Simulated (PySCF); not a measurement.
## Basis-set dependence of excited states

Compound: C4H10O.
Geometry (PBE0-D3(BJ)/def2-SVP, Å), atoms numbered from 1 in this order:
```
atom  x, y, z in Å
C1     0.166   -1.362   -0.451
C2    -0.090   -0.018    0.228
C3    -0.890    0.906   -0.688
C4     1.222    0.636    0.636
O5    -0.799   -0.222    1.440
H6     0.754   -1.247   -1.374
H7     0.710   -2.032    0.231
H8    -0.786   -1.849   -0.721
H9    -1.098    1.857   -0.177
H10   -0.349    1.120   -1.622
H11   -1.854    0.445   -0.960
H12    1.847    0.855   -0.243
H13    1.783   -0.028    1.311
H14    1.023    1.576    1.172
H15   -1.639   -0.638    1.219
```

TDDFT with PBE0 (PySCF), vertical singlets, core orbitals frozen in the response, spherical d and f functions. Isolated species at its PBE0-D3(BJ)/def2-SVP geometry, gas phase.

Task: Compare 6-31G*, 6-31+G*, def2-SVP, def2-SVPD, aug-cc-pVDZ, def2-TZVP and def2-TZVPD for this molecule.

Result: 

```json
{"basis": "6-31G*", "functions": "90", "diffuse": "no", "S1 (eV)": "7.87", "S2 (eV)": "9.29", "S3 (eV)": "9.51", "S4 (eV)": "9.70", "S5 (eV)": "10.36", "LUMO (eV)": "2.16", "α (au)": "46.9"}
{"basis": "6-31+G*", "functions": "110", "diffuse": "yes", "S1 (eV)": "6.73", "S2 (eV)": "7.70", "S3 (eV)": "8.02", "S4 (eV)": "8.02", "S5 (eV)": "8.16", "LUMO (eV)": "0.26", "α (au)": "53.3"}
{"basis": "def2-SVP", "functions": "120", "diffuse": "no", "S1 (eV)": "7.45", "S2 (eV)": "8.83", "S3 (eV)": "8.97", "S4 (eV)": "9.06", "S5 (eV)": "9.77", "LUMO (eV)": "1.41", "α (au)": "48.9"}
{"basis": "def2-SVPD", "functions": "183", "diffuse": "yes", "S1 (eV)": "6.95", "S2 (eV)": "8.07", "S3 (eV)": "8.34", "S4 (eV)": "8.60", "S5 (eV)": "8.61", "LUMO (eV)": "0.44", "α (au)": "56.7"}
{"basis": "aug-cc-pVDZ", "functions": "205", "diffuse": "yes", "S1 (eV)": "6.45", "S2 (eV)": "7.25", "S3 (eV)": "7.51", "S4 (eV)": "7.54", "S5 (eV)": "7.77", "LUMO (eV)": "-0.20", "α (au)": "58.1"}
{"basis": "def2-TZVP", "functions": "215", "diffuse": "no", "S1 (eV)": "7.12", "S2 (eV)": "8.43", "S3 (eV)": "8.55", "S4 (eV)": "8.83", "S5 (eV)": "9.31", "LUMO (eV)": "0.80", "α (au)": "55.1"}
{"basis": "def2-TZVPD", "functions": "278", "diffuse": "yes", "S1 (eV)": "6.66", "S2 (eV)": "7.60", "S3 (eV)": "8.03", "S4 (eV)": "8.05", "S5 (eV)": "8.06", "LUMO (eV)": "0.11", "α (au)": "57.8"}
```

States are compared by their number. Against the largest diffuse basis here (def2-TZVPD, itself not a converged limit), sets without diffuse functions differ by up to 1.21 eV in S1 and 2.30 eV in S5; the smaller diffuse sets differ by up to 0.28 and 0.55 eV. State by state, the largest deviation of a set without diffuse functions is S1 1.21, S2 1.69, S3 1.48, S4 1.65, S5 2.30 eV. The same number needn't mean the same state in each row. Against def2-TZVPD the polarisability deviates by -19% in 6-31G*, -8% in 6-31+G*, -15% in def2-SVP, -2% in def2-SVPD, 0% in aug-cc-pVDZ, -5% in def2-TZVP. A single + in a Pople set puts diffuse functions on heavy atoms only.
